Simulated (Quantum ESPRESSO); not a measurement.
# PbS (Galena) in Quantum ESPRESSO: the effect of target pressure

PbS (Galena):

```xyz
2
Lattice="0.0000 2.9657 2.9657 2.9657 0.0000 2.9657 2.9657 2.9657 0.0000" Properties=species:S:1:pos:R:3 pbc="T T T"
Pb    0.0000    0.0000    0.0000
S     2.9657    2.9657    2.9657
```

Alike in all runs:

| Item | Value |
| --- | --- |
| Program | Quantum ESPRESSO 7.5 |
| Task | relaxation of cell and atoms |
| Functional | PBE |
| Potentials or basis | SSSP 1.3 efficiency PBE |
| Cutoff | 857 eV |
| Density cutoff | 6884 eV |
| k mesh | 8 × 8 × 8 |
| Occupations | fermi-dirac, width 0.05 eV |
| Spin | no spin polarisation |

Each run relaxes the cell or the atoms first.

| target pressure | relaxed volume (Å³/atom) | gap on the mesh (eV) |
| --- | --- | --- |
| 0 GPa | ? | ? |
| 2 GPa | 26.18 | 0.39 |
| 5 GPa | 25.04 | 0.21 |
| 10 GPa | 23.54 | 0.06 |
| 20 GPa | 21.48 | 0.56 |
| 30 GPa | 20.05 | 0.89 |

What does the run with target pressure 0 GPa give?

Relaxed volume 27.11 Å³/atom; gap on the mesh 0.50 eV.

Worked out: In Murnaghan's law V^(-B') rises as a straight line in P. The other rows fit best with B' = 3.7, V0 = 27.11 Å³/atom and B0 = 54 GPa, which gives 27.11 Å³/atom at 0 GPa, against the run's 27.11. The gap on the mesh follows no smooth curve through the other rows.

Caveats: spin-orbit coupling is left out, which as a rule narrows the gap of such compounds by several tenths of an eV; the volume moved by over 15 % at a fixed basis, so the end points are rough (some runs).

A k mesh can miss the band edges.
